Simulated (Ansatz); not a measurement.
# TePb: how the settings move a relaxation

Aim: see which settings change the result for TePb, by how much, and at what cost.

Method: reference: DFT, PBEsol, PAW with Ansatz's default frozen-core files, scalar-relativistic, in Ansatz 0.2.0.

### 1 Starting point

The structure is cubic, space group Fm-3m (No. 225). The conventional cell has a = 6.547 Å, b = 6.547 Å, c = 6.547 Å, α = 90.00°, β = 90.00°, γ = 90.00°. Te (site symmetry m-3m) has 6 Pb at 3.27 Å as nearest neighbours. Around Pb (site symmetry m-3m) lie 6 Te at 3.27 Å.

Structure file:

```cif
data_structure
_symmetry_space_group_name_H-M 'P 1'
_symmetry_Int_Tables_number 1
_cell_length_a 4.6295
_cell_length_b 4.6295
_cell_length_c 4.6295
_cell_angle_alpha 60.000
_cell_angle_beta 60.000
_cell_angle_gamma 60.000
_cell_volume 70.16
loop_
_atom_site_label
_atom_site_type_symbol
_atom_site_fract_x
_atom_site_fract_y
_atom_site_fract_z
_atom_site_occupancy
Te1 Te 0.50000 0.50000 0.50000 1
Pb1 Pb 0.00000 0.00000 0.00000 1
```

### 2 The reference run

input.yaml

```yaml
crystal:
  lattice:
    - [0.0, 3.2735180337, 3.2735180337]
    - [3.2735180337, 0.0, 3.2735180337]
    - [3.2735180337, 3.2735180337, 0.0]
  atoms:
    - { symbol: Te, position: [0.5, 0.5, 0.5] }
    - { symbol: Pb, position: [0.0, 0.0, 0.0] }
kpoints:
  mp_grid: { grid: [9, 9, 9] }
scf:
  occupations: { method: fermi_dirac, width: 0.05 }
hamiltonian:
  xc: pbesol
  pseudopotentials: { kind: paw }
output:
  forces: true
  stress: true
  efg: { contact_densities: true }
relax:
  f_tol: 0.005
  max_steps: 80
  cell: {}
```

Run with:

```console
> ansatz run input.yaml --threads 1 --pin off --max-ram 2048MiB --backend cpu --events-out ev --progress --plain --runs-dir out
```

### 3 Changing settings: mp_grid.grid [14, 14, 14], occupations.method gaussian, occupations.width 0.025

Edit input.yaml of step 2 so:

```diff
@@ -9,5 +9,5 @@
 kpoints:
-  mp_grid: { grid: [9, 9, 9] }
+  mp_grid: { grid: [14, 14, 14] }
 scf:
-  occupations: { method: fermi_dirac, width: 0.05 }
+  occupations: { method: gaussian, width: 0.025 }
 hamiltonian:
```

**Question.** What will these runs give? Wanted: for each run, ending; energy change; pressure; gap; force.

As calculated:

| run | ending | energy change | pressure (GPa) | gap (eV) | force (eV/Å) | cycles | time |
| --- | --- | --- | --- | --- | --- | --- | --- |
| reference | converged | 0 | 0.0 | 0.84 | 0.00 | 22 | 12 s |
| 1: mp_grid.grid [14, 14, 14], occupations.method gaussian, occupations.width 0.025 | converged | +0.2 meV/atom (σ→0) | 0.0 | 0.65 | 0.00 | - | 27 s |

**Reading.** Changing the k-point mesh and smearing moves the energy by +0.2 meV/atom (σ→0 values), and the gap on the mesh goes from 0.84 to 0.65 eV. More than one kind of setting changed, and this run alone doesn't tell their shares apart. A gap read on a mesh depends on which points the mesh holds, and a coarse mesh shifts the density too. Cost: 27 s against 12 s. The gap of the reference lacks spin-orbit coupling, though the cell holds Te and Pb.
